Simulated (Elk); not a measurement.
An Elk run on Sr with settings drawn from a wide range, so not all are converged; totals and levels move with the basis, and no second program has checked them. All numbers below come from DFT, AM05, all-electron APW+lo, Dirac cores, scalar-relativistic bands with second-variational spin-orbit coupling in Elk 11.2.3 with local patches. Elk's input is in atomic units.

Command: `OMP_NUM_THREADS=1 elk` The run took 0.01 s on 1 thread of Intel(R) Xeon(R) 6975P-C (Granite Rapids) (shared host), peak memory 0.03 GiB.

```
tasks
  0
  110
  115
  10

xctype
  30

rgkmax
  5.5

gmaxvr
  16

lmaxapw
  10

lmaxo
  6

lmaxi
  4

nrmtscf
  1.5

nempty
  8

epspot
  1e-06

epsengy
  1e-05

maxscl
  100

swidth
  0.004

stype
  3

lradstp
  4

mixtype
  3

hmaxvr
  4

tforce
  .true.

spinorb
  .true.

sppath
  './'

avec
  -4.53929328570 4.53929328570 4.53929328570
  4.53929328570 -4.53929328570 4.53929328570
  4.53929328570 4.53929328570 -4.53929328570

atoms
  1
  'Sr.in'
  1
  0.000000000000 0.000000000000 0.000000000000   0.000 0.000 0.000

ngridk
  5 5 5

wplot
  120 100 1
  -0.55 0.3
```

Muffin-tin radii in the species files: Sr 2.47 bohr.

The geometry is COD entry 9012727, unchecked; take it as a test cell. It was measured hot, at 901 K. The listed cell was then made from it by scaling, straining or moving an atom.

Problem. What does the run give?

Solution. It refused before any iteration.
```
Error(init0): requested spin-polarised run with spin-unpolarised
 exchange-correlation functional
```
